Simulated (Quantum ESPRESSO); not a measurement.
Ni:

```xyz
1
Lattice="0.0000 1.7376 1.7376 1.7376 0.0000 1.7376 1.7376 1.7376 0.0000" Properties=species:S:1:pos:R:3 pbc="T T T"
Ni    0.0000    0.0000    0.0000
```

| Quantity | Value |
| --- | --- |
| Program | Quantum ESPRESSO 7.5 |
| Task | Wannier functions |
| Functional | PBEsol |
| Potentials or basis | GBRV 1.5 PBEsol |
| Cutoff | 612 eV |
| Density cutoff | 4898 eV |
| k mesh | 10 × 10 × 10 |
| Occupations | fermi-dirac, width 0.05 eV |
| Spin | collinear spin, ferromagnetic start |
| Starting moments | [1.0] μB |
| Mixing beta | 0.3 |
| Most SCF iterations | 120 |
| SCF threshold | 2e-10 Ry |
| k mesh for the Wannier functions | 8 × 8 × 8 |

Start: SCDM with an erfc weight, μ = 2.0 eV over the reference level, σ = 1.0 eV, one function for each orbital of the shells Ni spd; the lowest 4 bands are left out. The reference level is the Fermi level, or the middle of the gap.

Q: With SCDM with an erfc weight, how many functions result, how localised are they, and how well do they interpolate the bands?

A: 18 functions with spreads from 0.37 to 3.44 Å², 29.6 Å² in all; they miss the direct bands by 29 meV (root mean square).

Spin up: Wannier functions:
| function | nearest atom | distance (Å) | spread (Å²) | on-site energy from the reference level (eV) |
| --- | --- | --- | --- | --- |
| 1 | 1 Ni | 0.00 | 0.38 | -1.07 |
| 2 | 1 Ni | 0.02 | 0.38 | -1.25 |
| 3 | 1 Ni | 0.01 | 0.40 | -1.20 |
| 4 | 1 Ni | 0.01 | 0.37 | -1.50 |
| 5 | 1 Ni | 0.02 | 0.39 | -1.41 |
| 6 | 1 Ni | 0.99 | 3.44 | 10.06 |
| 7 | 1 Ni | 1.33 | 3.33 | 9.67 |
| 8 | 1 Ni | 1.39 | 3.15 | 10.64 |
| 9 | 1 Ni | 1.21 | 2.90 | 9.87 |
Spin down: Wannier functions:
```csv
function,nearest atom,distance (Å),spread (Å²),on-site energy from the reference level (eV)
1,1 Ni,0.00,0.40,-0.25
2,1 Ni,0.02,0.40,-0.36
3,1 Ni,0.01,0.41,-0.36
4,1 Ni,0.01,0.38,-0.61
5,1 Ni,0.02,0.39,-0.51
6,1 Ni,1.14,3.09,9.86
7,1 Ni,1.35,3.33,9.87
8,1 Ni,1.49,3.31,10.58
9,1 Ni,1.24,3.10,10.15
```

Parts of the spread (Å²): spin up: invariant 8.69, diagonal 1.231, off-diagonal 4.83, total 14.76; spin down: invariant 8.69, diagonal 1.323, off-diagonal 4.79, total 14.81. Against the direct bands the interpolation misses by 29 meV (root mean square) and 301 meV at most, for states up to 1 eV over the reference level.

Caveat: the k mesh is coarse.
